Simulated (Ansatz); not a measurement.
**CdTe in Ansatz: convergence with ecutrho ratio**

CdTe:

```xyz
2
Lattice="0.0000 3.2050 3.2050 3.2050 0.0000 3.2050 3.2050 3.2050 0.0000" Properties=species:S:1:pos:R:3 pbc="T T T"
Te    4.8075    4.8075    4.8075
Cd    0.0000    0.0000    0.0000
```

- Program: Ansatz 0.2.0
- Task: convergence study
- Functional: LDA
- Potentials or basis: Ansatz PAW
- Cutoff: 420 eV
- Density cutoff: 1680 eV
- k mesh: 6 × 6 × 6
- Occupations: methfessel-paxton, width 0.1 eV
- Spin: no spin polarisation

These are the settings of the first run; the series varies ecutrho ratio, with any setting tied to it.

Hardware: 2 threads of Intel(R) Xeon(R) Processor @ 2.50GHz (Skylake/Cascade Lake) (shared host).

| ecutrho ratio | energy less the tightest run, at zero smearing (meV/atom) | SCF cycles | CPU time (s) | peak memory (GiB) |
| --- | --- | --- | --- | --- |
| 4 | 0.00 | 6 | 3.5 | 0.34 |
| 5 | 0.00 | 6 | 3.6 | 0.35 |
| 6 | 0.00 | 6 | 3.6 | 0.35 |
| 8 | 0.00 | 6 | 3.7 | 0.37 |
| 10 | 0.00 | 6 | 4.5 | 0.38 |
| 12 | 0.00 | 6 | 4.4 | 0.41 |

Against the tightest run, the energy stays within 1 meV/atom from 4 on. The tightest run that finished is the yardstick and may itself not be fully converged.
